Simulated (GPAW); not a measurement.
Lu, 2 atoms in the cell. The structure is hexagonal, space group P6_3/mmc (No. 194). Conventional cell: a = 3.549 Å, b = 3.549 Å, c = 5.624 Å, α = 90.00°, β = 90.00°, γ = 120.00°. Lu (site symmetry -6m2) is surrounded by 12 Lu at 3.48 to 3.55 Å.  The cell isn't the ideal one: volume scaled by 1.04.

* Program: GPAW 26.7.0
* Task: single point
* Functional: r2SCAN
* Potentials or basis: GPAW PAW data sets (gpaw-data 1.2.1)
* Cutoff: 650 eV
* Basis: pw
* k mesh: 7 × 7 × 4
* Occupations: fermi-dirac, width 0.05 eV
* Spin: no spin polarisation
* Maxiter: 120
* Convergence: default

Potentials or basis: GPAW PAW data sets (gpaw-data 1.2.1), pw.

Run with:

```console
$ OMP_NUM_THREADS=1 python run.py
```

Hardware: 1 thread of Arm Neoverse V2, on a shared host.

**Question.** How long does it take, and how much memory?

**Answer.** It took 3.2 min on 1 thread of Arm Neoverse V2, with other jobs on the host, peak memory 0.99 GiB. Counts: scf iterations 13, plane waves 2364, bands 46, k points 28.
